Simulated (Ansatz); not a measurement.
# MoSe2 (P6_3/mmc) in Ansatz: notebook

The runs below take MoSe2 through band structure, with HSE06, PBE0.

All numbers are computed with Ansatz 0.2.0; they aren't measurements. Logs are shortened: lines on timing, memory, paths and dates and some standing lists are left out, and cuts for length are marked.

### 1 The crystal as given

It takes space group P6_3/mmc (No. 194, hexagonal). The conventional cell has a = 3.288 Å, b = 3.288 Å, c = 12.900 Å, α = 90.00°, β = 90.00°, γ = 120.00°. Mo (site symmetry -6m2) is surrounded by 6 Se at 2.49 Å. Se (site symmetry 3m) is surrounded by 3 Mo at 2.49 Å.

### 2 Band structure, HSE06

Contents of input:

```
crystal:
  lattice:
    - [3.288, 0.0, 0.0]
    - [-1.644, 2.8474915276, 0.0]
    - [0.0, 0.0, 12.9]
  atoms:
    - { symbol: Mo, position: [0.6666666667, 0.3333333333, 0.75] }
    - { symbol: Mo, position: [0.3333333333, 0.6666666667, 0.25] }
    - { symbol: Se, position: [0.6666666667, 0.3333333333, 0.375] }
    - { symbol: Se, position: [0.3333333333, 0.6666666667, 0.875] }
    - { symbol: Se, position: [0.6666666667, 0.3333333333, 0.125] }
    - { symbol: Se, position: [0.3333333333, 0.6666666667, 0.625] }
hamiltonian:
  xc: hse06
  pseudopotentials: { kind: paw }
kpoints:
  mp_grid: { grid: [6, 6, 2] }
  band_path:
    path:
      - [[0.0, 0.0, 0.0], [0.5, 0.0, 0.0], [0.3333333333, 0.3333333333, 0.0], [0.0, 0.0, 0.0], [0.0, 0.0, 0.5], [0.5, 0.0, 0.5], [0.3333333333, 0.3333333333, 0.5], [0.0, 0.0, 0.5]]
      - [[0.5, 0.0, 0.5], [0.5, 0.0, 0.0]]
      - [[0.3333333333, 0.3333333333, 0.0], [0.3333333333, 0.3333333333, 0.5]]
    npoints: 4
scf:
  occupations: { method: fermi_dirac, width: 0.05 }
  n_extra_bands: 15
output:
  forces: true
  stress: true
  eigenvalues: true
  fatbands: false
  write_density: true
  write_potential: true
  elf: true
  volumetric_format: npy
```

Potentials or basis: Ansatz PAW.

What it wrote:

```text
Warning: output.stress: scf.convergence.dr2_threshold = 1e-7 eV (the SCF's general default) is looser than the 6e-10 eV advised for a printed stress (1e-10 eV for each atom of the cell: 6). What an SCF threshold leaves in a stress goes as its square root, and in the free energy as the threshold itself, and one threshold admits the most on a small cell: of the crystals measured, under no hybrid functional and no lock of the moments, on runs that ended without the residual-converged pass, on stresses that held no estimate of that error, the worst erred by over 100 MPa in a component at 1e-7 eV an atom and by under 5 at 1e-10. Set scf.convergence.dr2_threshold to 6e-10 eV or tighter. The threshold is an SCF's pass mark: one that does not reach it within its budget of iterations ends unconverged, or closes short of it on a stop that the run arms, and scf.convergence.dr2_threshold's page says what that costs each kind of run
Warning: output.stress: scf.exx.energy_threshold = 1e-6 eV is looser than the 6e-8 eV advised for a stress under a hybrid functional (1e-8 eV for each atom of the cell: 6). Every SCF of the exchange loop can meet its threshold on dr2 while the loop round them stops early: no threshold on dr2 bounds what that leaves in the stress. Set scf.exx.energy_threshold to 6e-8 eV or tighter. The threshold is the loop's pass mark: a loop that does not reach it within its budget of cycles ends unconverged, and scf.exx.energy_threshold's page has the law
scf.n_extra_bands = 15 over 46 filled bands (N_el = 92.0): the run solves 61 bands
GPUs: using 1 of 1 available (devices: 1).
Engine: ansatz 0.2.0, x86_64-unknown-linux-gnu
Pseudopotentials: kind: paw
Pseudopotential: Mo, paw, valence charge 14, recommended cutoff 420 eV (normal), Mo.paw.azcp
Pseudopotential: Se, paw, valence charge 16, recommended cutoff 420 eV (normal), Se.paw.azcp
Functional definition: HSE06
  parameter a = 0.25
  parameter omega = 0.11/bohr
  exchange = pbe_x - a*pbe_x_sr(omega) + a*exact_x_sr(omega)
  correlation = pbe_c
device memory: the entry about to start is reckoned to put 1.9 GiB on a device that reports 45.6 GiB free (of which the cap on the GPU budget leaves the run 18.0 GiB)
GPU FFT provider: cuFFT
GPU libraries: cuBLAS 13.8.2, cuFFT 12.4.0, cuSOLVER 12.3.4
Crystal: 6 atoms, lattice volume = 120.777 Å³
Basis set: ecut = 420 eV, 2395 PW (Γ), exchange–correlation on 48×48×180 points (8 copies of the dense FFT grid, shifted against one another)
Bands: 61, of which v1, the nominal top of the filled ones, is band 46 counted from 1 (45 counted from 0)
Symmetry: 24 space group operations
Space group: P63/mmc (ITA 194), of the structure as read, at distance tolerance 4.9e-5 Å
k-points: 14 of 72
Non-local potential: Mo, projectors of the file, l = 0: 3, l = 1: 2, l = 2: 2, l = 3: 1
Non-local potential: Se, projectors of the file, l = 0: 2, l = 1: 2, l = 2: 3, l = 3: 1
PAW form: soft (Blöchl's): semilocal exchange-correlation on the pseudo side does not see the compensation charge
PAW frozen core: Mo, regenerated for the run's functional, and the local potential with it (the file was generated under x = pbe(κ = 0.804, μ = 0.2195149727645171), c = pbe(β = 0.06672455060314922))
PAW frozen core: Se, regenerated for the run's functional, and the local potential with it (the file was generated under x = pbe(κ = 0.804, μ = 0.2195149727645171), c = pbe(β = 0.06672455060314922))
PAW one-centre angular grid: Mo, 590 points (default); XC on 64 Gauss nodes
PAW one-centre angular grid: Se, 590 points (default); XC on 64 Gauss nodes
Initial density: superposition of atomic densities (neutral atoms: chi_scale 0, normalization atom), corrected by the library's trained network
Initial wavefunctions: pseudopotential atomic-orbital guess
GPU buffer pool allocated for 51840 grid points (all kernels)
GPU transforms: local potential and band sums: pruned to the plane-wave sphere, on 24×24×90
Functional: x = pbe(κ = 0.804, μ = 0.2195149727645171), c = pbe(β = 0.06672455060314922), warm-up for x = pbe(κ = 0.804, μ = 0.2195149727645171) + 0.25 (exact − pbe) at short range (hse, ω = 0.20786987370883472 Å⁻¹), c = pbe(β = 0.06672455060314922); HSE06 as pw.x's `hse` composes it (authors' and Libxc's form: `xc: wpbeh`)
SCF iter   1: F=—  HF=-31792.208055 eV  |F-HF|=—  |Δ(HF+E_count)|=         —  Δρ=5.06e-3  dr2=1.08e-2  ethr=1.77e-3  ⟨swp⟩=7.5  Hψ=3432  notcnv=0
preconditioner: auto → none  [insulator: Δε(μ)=0.893 eV  Ē_g=10.568 eV  σ=0.050 eV  W_gap=1.00  n_scr=40 (ndim 8)  ℏωp=20.3 eV  f_vac=0.059  D(μ)=0.00/eV (n_scr^D=0)]
SCF iter   2: F=—  HF=-31792.219456 eV  |F-HF|=—  |Δ(HF+E_count)|=   1.14e-2  Δρ=3.49e-3  dr2=2.57e-2  ethr=1.18e-5  ⟨swp⟩=4.4  Hψ=2255  notcnv=0  defer=1
SCF iter   3: F=—  HF=-31792.219727 eV  |F-HF|=—  |Δ(HF+E_count)|=   2.71e-4  Δρ=2.71e-3  dr2=1.58e-2  ethr=1.18e-5  ⟨swp⟩=4.4  Hψ=2258  notcnv=0
SCF iter   4: F=—  HF=-31792.219565 eV  |F-HF|=—  |Δ(HF+E_count)|=   1.62e-4  Δρ=1.24e-3  dr2=2.84e-3  ethr=1.18e-5  ⟨swp⟩=2.5  Hψ=1519  notcnv=0
iter 5 solved again at ethr=1.16e-7 eV; its pass at ethr=3.09e-6 eV (dr2=1.07e-4 eV) is discarded
SCF iter   5: F=—  HF=-31792.219691 eV  |F-HF|=—  |Δ(HF+E_count)|=   1.26e-4  Δρ=2.59e-4  dr2=1.03e-4  ethr=1.16e-7  ⟨swp⟩=2.7  Hψ=3054  notcnv=0
[... 45 lines left out ...]
Frozen-core exchange: fock
SCF iter   1: F=—  HF=-31802.249052 eV  |F-HF|=—  |Δ(HF+E_count)|=         —  Δρ=3.11e-6  dr2=4.78e-9  ethr=3.29e-10  ⟨swp⟩=7.9  Hψ=2026  notcnv=0
SCF iter   2: F=-31802.249052 eV  HF=-31802.249052 eV  |F-HF|=7.28e-11  |Δ(HF+E_count)|=   1.64e-9  Δρ=7.45e-7  dr2=4.50e-10  ethr=4.86e-12  ⟨swp⟩=4.0  Hψ=2169  notcnv=0
SCF 4 converged in 2 iterations: F = -31802.249052 eV  dr2 = 4.50e-10
  Residual-converged pass: ⟨swp⟩=2.7  Hψ=1474  notcnv=0  max |occ|·‖R‖ = 9.8e-7 eV (tolerance 9.9e-7 eV)  dr2=4.49e-10  dr2_onsite=8.44e-11  max |Δocc| = 8.9e-16
hybrid outer 3: dexx = +9.777e-10 eV, tail = 1.09e-9 eV, Δε = 8.71e-5 eV (about 1.86e-5 eV left of the loop's levels), ΔF = 8.15e-5 eV/Å (tail 2.70e-4)
device memory: the entry about to start is reckoned to put 1.2 GiB on a device that reports 35.2 GiB free (of which the cap on the GPU budget leaves the run 18.0 GiB)
NSCF: frozen V_eff on 39 k-points
hybrid SCF converged: 3 outer / 15 inner (+6 warm-up), last move |dexx| = 9.78e-10 eV, tail = 1.09e-9 eV
Stability not checked: this state was not tested for a lower state beside it, because the functional holds exact exchange (a hybrid, or Hartree-Fock), whose exchange loop this test does not read (fock_operator; see scf.lower_state_search)
Free energy (F): -31802.249052 eV
Frozen-core exchange: fock
Harris-Foulkes:  -31802.249052 eV  (|F-HF|=7.28e-11)
Internal energy: -31802.249052 eV  (E = F + TS)
E sigma→0 (E₀):  -31802.249052 eV
Entropy (-TS):   -0.000000 eV (-0.000 meV/atom)
Fermi energy:    12.834009 eV
--- Per-component energies (eV) ---
  E_band       = -1887.898345
  E_kinetic    = 1359.012807
  E_local      = -12127.308292  (includes V_loc(G=0)·N_el)
  E_nonlocal   = -2101.537685
  E_hartree    = 5747.946973
  E_xc         = -632.023120
  E_vxc        = -682.624795  (∫ρ·V_xc dr)
  E_exx        = -357.430344  (= α·E_x^exact, valence–valence)
  E_paw        = -13847.378271  (= ΣΔE_a)
  E_vpaw       = 883.528448  (= ΣTr[D̂ρ^β])
  E_aug_tail   = -0.002299  (compensation charges beyond the density's cutoff)
  E_ewald      = -9838.366413
  E_core_change = -5.162408  (= ΣΔE_core)
  E_smearing   = -0.000000  (= −TS)
  E_closure    = 0.000000  (closes the sum)
  Σ components = -31802.249052   (vs F -31802.249052, Δ=3.64e-12)
--- Forces (eV/Å), atoms counted from 1 ---
  atom   1  Mo     0.00000000    -0.00000000    -0.00000000
  atom   2  Mo     0.00000000     0.00000000     0.00000000
  atom   3  Se    -0.00000000    -0.00000000     0.59336187
  atom   4  Se    -0.00000000     0.00000000     0.59336187
  atom   5  Se    -0.00000000    -0.00000000    -0.59336187
  atom   6  Se    -0.00000000     0.00000000    -0.59336187
  max |Σ_I F_I| component: 1.27e-17 eV/Å
--- Stress (GPa, compression-positive) ---
        1.830842       0.000000      -0.000000
        0.000000       1.830842      -0.000000
       -0.000000      -0.000000       7.181313
  P = ⅓ Tr σ = 3.6143 GPa (36.143 kbar)
--- Band table (eV; the first three rows and the last of 14) ---
  k-point 0: bands = ["-53.0901", "-53.0901", "-39.6080", "-39.6080", "-39.6080", "-39.6080", "-39.6077", "-39.6077", "-39.6076", "-39.6076", "-39.5596", "-39.5596", "-39.5594", "-39.5594", "-39.5580", "-39.5580", "-39.5578", "-39.5578", "-39.5410", "-39.5408", "-39.5376", "-39.5374", "-25.8648", "-25.8647", "-25.6478", "-25.6478", "-25.6478", "-25.6478", "-4.3688", "-4.1102", "-3.1170", "-2.6968", "4.7763", "5.9023", "8.5318", "8.8917", "8.8917", "8.9070", "8.9070", "10.1713", "10.1713", "10.2164", "10.2164", "11.0337", "11.1652", "12.2263", "15.2973", "15.2973", "15.3526", "15.3526", "15.5996", "15.5996", "15.8032", "15.8032", "18.2586", "18.6014", "21.0212", "21.1509", "21.5062", "23.0029", "23.4012"]
  k-point 1: bands = ["-53.0901", "-53.0901", "-39.6080", "-39.6080", "-39.6080", "-39.6080", "-39.6076", "-39.6076", "-39.6076", "-39.6076", "-39.5595", "-39.5595", "-39.5595", "-39.5595", "-39.5579", "-39.5579", "-39.5579", "-39.5579", "-39.5409", "-39.5409", "-39.5375", "-39.5375", "-25.8647", "-25.8647", "-25.6478", "-25.6478", "-25.6478", "-25.6478", "-4.2576", "-4.2576", "-2.8910", "-2.8910", "5.2481", "5.2481", "8.8992", "8.8992", "8.8992", "8.8992", "9.5723", "9.5723", "10.1939", "10.1939", "10.1939", "10.1939", "11.9914", "11.9914", "15.3154", "15.3154", "15.3154", "15.3154", "15.7104", "15.7104", "15.7104", "15.7104", "18.4588", "18.4588", "21.2264", "21.2264", "21.8929", "21.8929", "23.6235"]
  k-point 2: bands = ["-53.0824", "-53.0824", "-39.6078", "-39.6078", "-39.6077", "-39.6077", "-39.6068", "-39.6068", "-39.6064", "-39.6064", "-39.5598", "-39.5596", "-39.5596", "-39.5594", "-39.5587", "-39.5585", "-39.5582", "-39.5579", "-39.5404", "-39.5402", "-39.5369", "-39.5367", "-25.8456", "-25.8455", "-25.7365", "-25.7365", "-25.6680", "-25.6680", "-3.9419", "-3.6911", "-2.8879", "-2.5119", "5.2607", "6.3559", "7.9165", "7.9644", "8.0332", "8.9113", "9.3150", "9.3531", "9.5506", "9.6128", "10.1943", "10.9828", "11.2118", "11.4740", "14.4274", "14.7353", "14.9815", "15.0341", "15.1111", "15.2377", "15.8283", "16.0175", "19.8375", "20.2521", "21.5097", "22.0321", "22.2983", "22.5466", "22.8536"]
  k-point 13: bands = ["-53.0555", "-53.0555", "-39.6059", "-39.6059", "-39.6047", "-39.6047", "-39.6045", "-39.6045", "-39.6044", "-39.6044", "-39.5615", "-39.5615", "-39.5601", "-39.5601", "-39.5594", "-39.5594", "-39.5585", "-39.5585", "-39.5383", "-39.5383", "-39.5346", "-39.5346", "-25.9053", "-25.9053", "-25.8724", "-25.8724", "-25.7776", "-25.7776", "-1.8913", "-1.8913", "-1.7432", "-1.7432", "5.7545", "5.7545", "6.3584", "6.3584", "7.0633", "7.0633", "7.4508", "7.4508", "8.4882", "8.4882", "9.2591", "9.2591", "11.6450", "11.6450", "13.5532", "13.5532", "15.1003", "15.1003", "15.6803", "15.6803", "17.1183", "17.1183", "19.2082", "19.2082", "20.1916", "20.1916", "21.6944", "21.6944", "23.8338"]
```

Run time: 2.8 min. Hardware: 1 × NVIDIA H100 80GB HBM3 with 2 threads of AMD EPYC 7R13 (Zen 3), shared host; peak memory 3.1 GiB.

What came out:

```yaml
Free_energy: -31802.2491 eV
Pressure: 3.6 GPa
Largest_force: 0.593 eV/Å
Band_gap_on_the_k_mesh: 1.33 eV, indirect (least direct gap 1.81 eV)
Band_gap_along_the_path: 1.33 eV, indirect (least direct gap 1.81 eV)
```

Forces in eV/Å, atoms in the order of the input:
```
Mo   0.000  0.000  0.000
Mo   0.000  0.000  0.000
Se   0.000  0.000  0.593
Se   0.000  0.000  0.593
Se   0.000  0.000 -0.593
Se   0.000  0.000 -0.593
```

Levels at the corners of the path, in eV from the valence-band top:
```tsv
point	band 42	band 43	band 44	band 45	band 46	band 47	band 48	band 49	band 50	band 51
Γ	-2.01	-2.01	-1.19	-1.06	0.00	3.07	3.07	3.13	3.13	3.37
M	-2.56	-1.60	-1.50	-1.38	-1.38	1.94	2.00	2.35	2.64	3.52
K	-4.09	-2.81	-2.81	-0.66	-0.48	1.33	1.33	2.38	3.41	3.41
Γ	-2.01	-2.01	-1.19	-1.06	0.00	3.07	3.07	3.13	3.13	3.37
A	-2.03	-2.03	-2.03	-0.23	-0.23	3.09	3.09	3.09	3.09	3.48
L	-2.70	-1.49	-1.49	-1.42	-1.42	1.97	1.97	2.51	2.51	3.96
H	-3.74	-2.97	-2.97	-0.58	-0.58	1.33	1.33	2.87	2.87	3.45
A	-2.03	-2.03	-2.03	-0.23	-0.23	3.09	3.09	3.09	3.09	3.48
L	-2.70	-1.49	-1.49	-1.42	-1.42	1.97	1.97	2.51	2.51	3.96
M	-2.56	-1.60	-1.50	-1.38	-1.38	1.94	2.00	2.35	2.64	3.52
K	-4.09	-2.81	-2.81	-0.66	-0.48	1.33	1.33	2.38	3.41	3.41
H	-3.74	-2.97	-2.97	-0.58	-0.58	1.33	1.33	2.87	2.87	3.45
```

Caveat: the cell's inner coordinates are idealised or old, which leaves forces on the atoms; this functional lacks dispersion, which binds the layers, so the pressure and a relaxed spacing across them are unreliable; the PAW data sets come from PBE, with cores solved anew for the run's functional, which leaves a small shift of forces and pressure; the thresholds are loose for stress.

### 3 Band structure, PBE0

input: that of step 2 with these lines changed.

```diff
@@ -13,3 +13,3 @@
 hamiltonian:
-  xc: hse06
+  xc: pbe0
   pseudopotentials: { kind: paw }
```

Potentials or basis: Ansatz PAW.

Run time: 2.4 min. Hardware: 1 × NVIDIA H100 80GB HBM3 with 2 threads of AMD EPYC 7R13 (Zen 3), shared host; peak memory 3 GiB.

It converged, with:

| Quantity | Value |
| --- | --- |
| Free energy | -31801.1765 eV |
| Pressure | 3.6 GPa |
| Largest force | 0.609 eV/Å |
| Band gap on the k mesh | 1.98 eV, indirect (least direct gap 2.46 eV) |
| Band gap along the path | 1.98 eV, indirect (least direct gap 2.46 eV) |

Forces on the atoms (eV/Å):
```
Mo   0.000  0.000  0.000
Mo   0.000  0.000  0.000
Se   0.000  0.000  0.609
Se   0.000  0.000  0.609
Se   0.000  0.000 -0.609
Se   0.000  0.000 -0.609
```

Stress tensor (GPa, compression positive):
```
1.75 0.00 0.00
0.00 1.75 0.00
0.00 0.00 7.26
```

Levels at the corners of the path, in eV from the valence-band top:
```tsv
point	band 43	band 44	band 45	band 46	band 47	band 48	band 49	band 50
Γ	-2.03	-1.24	-1.08	0.00	3.76	3.76	3.82	3.82
M	-1.62	-1.53	-1.40	-1.40	2.62	2.68	3.05	3.35
K	-2.85	-2.85	-0.67	-0.48	1.98	1.98	3.06	4.12
Γ	-2.03	-1.24	-1.08	0.00	3.76	3.76	3.82	3.82
A	-2.05	-2.05	-0.24	-0.24	3.78	3.78	3.78	3.78
L	-1.51	-1.51	-1.45	-1.45	2.65	2.65	3.22	3.22
H	-3.02	-3.02	-0.59	-0.59	1.98	1.98	3.56	3.56
A	-2.05	-2.05	-0.24	-0.24	3.78	3.78	3.78	3.78
L	-1.51	-1.51	-1.45	-1.45	2.65	2.65	3.22	3.22
M	-1.62	-1.53	-1.40	-1.40	2.62	2.68	3.05	3.35
K	-2.85	-2.85	-0.67	-0.48	1.98	1.98	3.06	4.12
H	-3.02	-3.02	-0.59	-0.59	1.98	1.98	3.56	3.56
```

Caveat: the cell's inner coordinates are idealised or old, which leaves forces on the atoms; this functional lacks dispersion, which binds the layers, so the pressure and a relaxed spacing across them are unreliable; the PAW data sets come from PBE, with cores solved anew for the run's functional, which leaves a small shift of forces and pressure; the thresholds are loose for stress.
